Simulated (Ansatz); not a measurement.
# Calculated field gradients at the nuclei for BAs under strain

The cell is a structure deposited in the COD, relaxed with PBE at fixed cell and then changed (z stretched by 1 %, ions relaxed).

```
B As
1.0
     0.00000    2.38850    2.41239
     2.38850    0.00000    2.41239
     2.38850    2.38850    0.00000
B As
1 1
Direct
  0.00000 0.00000 0.00000
  0.25000 0.25000 0.25000
```

Sites (sets of like atoms) are named by element and the number of their first atom in this list.

Level of theory: DFT, PBE, plane waves and PAW, scalar-relativistic, 420 eV cutoff, Γ-centred 16×16×16 k-points, Fermi–Dirac smearing 0.02 eV (Ansatz 0.2.0).

V_zz is the principal component of the electric field gradient with the largest magnitude, η = (V_xx − V_yy)/V_zz and C_Q = eQV_zz/h.

¹⁰B: I = 3, Q = 84.59 mb; ⁷⁵As: I = 3/2, Q = 311.0 mb. Nuclear quadrupole moments: year-2017 set (Pyykkö).

Problem. What field gradients does the calculation give at each kind of site?

Solution. 

| site | atoms (order as listed) | first shell | V_zz (10²¹ V/m²) | η | C_Q (MHz) |
| --- | --- | --- | --- | --- | --- |
| B | 1 | 4 As at 2.08 Å | 0.010 | 0.00 | 0.021 |
| As | 2 | 4 B at 2.08 Å | 0.11 | 0.00 | 0.849 |

An axis of threefold or higher order runs through B and As, so V_zz lies along it and η is zero.

The relaxation (1 step) took 12 s of wall time (11 s of CPU time) and 0.51 GiB at its peak, on 1 thread of Intel Xeon 6975P-C (Granite Rapids) (x86_64; 16 cores open to the job, memory cap 3.0 GiB, no GPU), a shared host with a load of 1.8 a core.
